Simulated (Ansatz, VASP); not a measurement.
# One calculation of BaZrO3, two programs

```
CELL_PARAMETERS angstrom
4.16254 0.06610 0.04500
0.06610 4.21927 -0.07619
0.04500 -0.07619 4.25279
ATOMIC_POSITIONS crystal
Ba 0.00791 0.94825 0.96733
Zr 0.52355 0.51477 0.45370
O 0.48498 0.98194 0.58433
O 0.47133 0.57123 0.96473
O 0.01224 0.48381 0.52991
```

Change from the starting cell: structure listed in a database for this formula (Pm-3m, No. 221); cell x1, atoms moved at random (sigma 0.15 Å) and cell strained at random (1.5 %), then relaxed without symmetry.

Alike in both runs: task relaxation of cell and atoms; functional PBE; k mesh 4 × 4 × 4; occupations gaussian, width 0.1 eV; no spin polarisation.

|  | VASP | Ansatz |
| --- | --- | --- |
| version | VASP 6.6.1 | Ansatz 0.2.0 |
| potentials or method | VASP PAW PBE potentials, release 64 (Ba_sv, Zr_sv, O) | scalar-relativistic, plane waves, PAW |
| plane-wave cutoff (eV) | 600 | 420 |
| valence electrons in the cell | 40 | 40 |

VASP gave:

| Property | Result |
| --- | --- |
| gap on the k mesh at the Fermi level, each at its own relaxed structure (eV) | 3.12 |
| relaxed volume (Å³/atom) | 15.18 |
| relaxed cell length with the largest relative difference (Å) | 4.234 |
| energy change over the relaxation (meV/atom) | -264 |

Question: What did Ansatz give for the same quantities?

Answer: gap on the k mesh at the Fermi level, each at its own relaxed structure (eV): 3.17; relaxed volume (Å³/atom): 15.11; relaxed cell length with the largest relative difference (Å): 4.227; energy change over the relaxation (meV/atom): -245.

Caveats: spin-orbit coupling is left out, which moves the levels of the heavy elements. A k mesh can miss the band edges.
